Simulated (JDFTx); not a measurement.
# BAs: equation of state with RPBE

**Measured values to compare with.**

“Basic Physical Properties of Cubic Boron Arsenide”, 2019, arxiv:1911.11281 quotes, for a bulk crystal of BAs: bulk modulus 148 GPa.

The system is BAs.

```
As B
1.0
     0.00000    2.38850    2.38850
     2.38850    0.00000    2.38850
     2.38850    2.38850    0.00000
As B
1 1
Direct
  0.75000 0.75000 0.75000
  0.00000 0.00000 0.00000
```

* Program: JDFTx 1.7.0 (patched build)
* Task: equation of state
* Functional: RPBE
* Potentials or basis: PseudoDojo-SR-PBE-0.5-standard with smoothed tails
* Cutoff: 1143 eV
* Density cutoff: 9143 eV
* k mesh: 10 × 10 × 10
* Occupations: fermi-dirac, width 0.05 eV
* Spin: no spin polarisation
* Local potential set to -Z/r beyond: 6 bohr
* Bands: 15
* Density cutoff over wavefunction cutoff: 8
* Max SCF steps: 100
* SCF threshold on the energy: 1e-09 Ha
* Solver of the electrons: scf

The equilibrium volume is 14.13 Å³/atom. The bulk modulus is 126 GPa. The pressure derivative of the bulk modulus is 4.1.

Energy against volume, from the lowest point:
```tsv
volume (Å³/atom)	energy (meV/atom)
12.809	57.16
13.081	34.73
13.354	18.33
13.626	7.42
13.899	1.47
14.171	0.00
14.444	2.60
```

Measured bulk modulus of BAs: 148 GPa (quoted in “Basic Physical Properties of Cubic Boron Arsenide”, 2019, arxiv:1911.11281). This calculation gives 126 GPa (-15.0 %). The fit is for a static lattice scaled at fixed shape and fixed fractional positions.

Caveat: the potentials were made for another functional, which shifts forces and pressure. RPBE and its kin give volumes clearly too large for solids.
